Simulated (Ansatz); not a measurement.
Molecular dynamics on a 2×2×2 supercell (32 atoms) of ScAlN₂ (ordering on rocksalt), relaxed with r2SCAN. Forces come from PBEsol in Ansatz: a Nosé-Hoover thermostat at fixed volume, 200 K, steps of 1.5 fs. Classical nuclei, no spin polarisation; a few dozen steps show the first response, not equilibrium. The structure comes from a prototype and may be hypothetical.

```yaml
crystal:
  lattice:
    - [6.0892170864, 0.0, 0.0]
    - [0.0, 6.0892170864, 0.0]
    - [0.0, 0.0, 8.6379615708]
  atoms:
    - { symbol: Sc, position: [0.0, 0.0, 0.0] }
    - { symbol: "N", position: [0.0, 0.0, 0.25] }
    - { symbol: Al, position: [0.25, 0.25, 0.25] }
    - { symbol: "N", position: [0.25, 0.25, 0.0] }
    - { symbol: Sc, position: [0.0, 0.0, 0.5] }
    - { symbol: "N", position: [0.0, 0.0, 0.75] }
    - { symbol: Al, position: [0.25, 0.25, 0.75] }
    - { symbol: "N", position: [0.25, 0.25, 0.5] }
    - { symbol: Sc, position: [0.0, 0.5, 0.0] }
    - { symbol: "N", position: [0.0, 0.5, 0.25] }
    - { symbol: Al, position: [0.25, 0.75, 0.25] }
    - { symbol: "N", position: [0.25, 0.75, 0.0] }
    - { symbol: Sc, position: [0.0, 0.5, 0.5] }
    - { symbol: "N", position: [0.0, 0.5, 0.75] }
    - { symbol: Al, position: [0.25, 0.75, 0.75] }
    - { symbol: "N", position: [0.25, 0.75, 0.5] }
    - { symbol: Sc, position: [0.5, 0.0, 0.0] }
    - { symbol: "N", position: [0.5, 0.0, 0.25] }
    - { symbol: Al, position: [0.75, 0.25, 0.25] }
    - { symbol: "N", position: [0.75, 0.25, 0.0] }
    - { symbol: Sc, position: [0.5, 0.0, 0.5] }
    - { symbol: "N", position: [0.5, 0.0, 0.75] }
    - { symbol: Al, position: [0.75, 0.25, 0.75] }
    - { symbol: "N", position: [0.75, 0.25, 0.5] }
    - { symbol: Sc, position: [0.5, 0.5, 0.0] }
    - { symbol: "N", position: [0.5, 0.5, 0.25] }
    - { symbol: Al, position: [0.75, 0.75, 0.25] }
    - { symbol: "N", position: [0.75, 0.75, 0.0] }
    - { symbol: Sc, position: [0.5, 0.5, 0.5] }
    - { symbol: "N", position: [0.5, 0.5, 0.75] }
    - { symbol: Al, position: [0.75, 0.75, 0.75] }
    - { symbol: "N", position: [0.75, 0.75, 0.5] }
kpoints:
  mp_grid: { grid: [2, 2, 2] }
hamiltonian:
  xc: pbesol
scf:
  occupations: { method: fermi_dirac, width: 0.02 }
md:
  ensemble: nvt_nose_hoover
  temperature: 200
  timestep: 1.5
  n_steps: 40
  initial_velocities: maxwell_boltzmann
  seed: 9692
```

Run as `ansatz run input.yaml --threads 4 --pin off --max-ram 3686MiB --backend cpu --events-out ev --progress --plain --runs-dir out`. It took 4.5 min on 4 threads of Intel(R) Xeon(R) Processor @ 2.50GHz (Skylake/Cascade Lake) (shared host), load about 0.9 per core; peak host memory 1.5 GiB.

**Question.** How do temperature and energy develop?

**Answer.** The temperature starts at 200 K, is lowest at step 13 (64 K, 19.5 fs) and ends at 138 K. The thermostat hasn't had time to restore it. The atoms start on their lattice sites with kinetic energy alone, so much of it first passes into potential energy. By the last step the atoms have moved 0.07 Å in the root mean square, the drift of the whole cell taken out, 0.13 Å at most.
```
step  t (fs)  T (K)  free energy F from step 0 (meV/atom)  kinetic energy (meV/atom)  largest force (eV/Å)
   0       0    200                                   0.0                       25.0                  0.00
   1     1.5    197                                   0.3                       24.7                  0.26
   2       3    190                                   1.3                       23.8                  0.50
   3     4.5    178                                   2.7                       22.3                  0.72
   4       6    164                                   4.6                       20.5                  0.91
   5     7.5    147                                   6.7                       18.4                  1.08
   6       9    129                                   8.9                       16.2                  1.20
   7    10.5    112                                  11.0                       14.1                  1.29
   8      12     97                                  13.0                       12.2                  1.34
   9    13.5     84                                  14.6                       10.6                  1.34
  10      15     75                                  15.8                        9.3                  1.34
  11    16.5     68                                  16.6                        8.5                  1.37
  12      18     65                                  17.1                        8.1                  1.38
  13    19.5     64                                  17.1                        8.1                  1.36
  14      21     66                                  16.9                        8.3                  1.32
  15    22.5     69                                  16.5                        8.7                  1.27
  16      24     74                                  16.0                        9.2                  1.19
  17    25.5     78                                  15.5                        9.7                  1.15
  18      27     82                                  15.1                       10.2                  1.14
  19    28.5     85                                  14.7                       10.6                  1.12
  20      30     87                                  14.5                       10.9                  1.11
  21    31.5     88                                  14.4                       11.0                  1.09
  22      33     88                                  14.5                       11.0                  1.07
  23    34.5     86                                  14.7                       10.8                  1.15
  24      36     84                                  15.0                       10.5                  1.24
  25    37.5     82                                  15.4                       10.2                  1.32
  26      39     79                                  15.8                        9.9                  1.38
  27    40.5     77                                  16.2                        9.6                  1.42
  28      42     75                                  16.4                        9.4                  1.44
  29    43.5     74                                  16.6                        9.3                  1.43
  30      45     75                                  16.6                        9.4                  1.40
  31    46.5     77                                  16.4                        9.7                  1.35
  32      48     81                                  16.0                       10.1                  1.28
  33    49.5     86                                  15.4                       10.8                  1.20
  34      51     93                                  14.6                       11.7                  1.09
  35    52.5    101                                  13.7                       12.7                  1.04
  36      54    110                                  12.7                       13.7                  1.04
  37    55.5    118                                  11.8                       14.8                  1.04
  38      57    126                                  10.9                       15.8                  1.04
  39    58.5    133                                  10.2                       16.7                  1.05
  40      60    138                                   9.7                       17.3                  1.07
```

Positions (Å) and forces (eV/Å) at step 40:
```
Sc   0.029  -0.045   0.005    -0.099   0.504   0.133
N   -0.025   0.033   2.169     0.138   0.208  -0.398
Al   1.554   1.541   2.219    -0.294  -0.013  -0.141
N    1.535   1.521  -0.075    -0.265   0.102  -0.165
Sc  -0.054   0.028   4.282     0.654   0.212   0.396
N    0.015   0.045   6.471    -0.104  -0.390   0.309
Al   1.480   1.607   6.489    -0.195  -0.476  -0.238
N    1.554   1.508   4.354    -0.139   0.213  -0.343
Sc  -0.013   3.013   0.013     0.462  -0.062  -0.024
N    0.033   3.098   2.161     0.069  -0.379  -0.194
Al   1.558   4.553   2.152    -0.148  -0.016  -0.091
N    1.538   4.558   0.050    -0.223  -0.017  -0.104
Sc  -0.008   3.125   4.305     0.170  -1.043   0.147
N   -0.060   3.087   6.456     0.370   0.045   0.590
Al   1.529   4.602   6.478     0.266   0.167  -0.212
N    1.564   4.549   4.357    -0.245   0.160  -0.052
Sc   3.044  -0.008   0.012    -0.078  -0.272  -0.404
N    2.994   0.029   2.154     0.077  -0.062   0.115
Al   4.522   1.449   2.093     0.215   0.111   0.319
N    4.544   1.500   0.079     0.379   0.166  -0.251
Sc   3.024  -0.003   4.313     0.068   0.084   0.413
N    3.092  -0.101   6.481     0.129   0.399   0.088
Al   4.521   1.536   6.450     0.360  -0.264  -0.217
N    4.589   1.502   4.411    -0.323   0.258  -0.296
Sc   3.057   3.015  -0.044    -0.422   0.231   0.465
N    3.035   3.034   2.150     0.136  -0.055   0.140
Al   4.582   4.471   2.157     0.138   0.258   0.146
N    4.578   4.549  -0.032     0.085   0.133   0.298
Sc   3.057   3.051   4.353    -0.084  -0.006  -0.338
N    3.040   3.058   6.480    -0.108  -0.404   0.068
Al   4.628   4.615   6.558    -0.366  -0.094  -0.248
N    4.615   4.543   4.196    -0.622   0.303   0.089
```
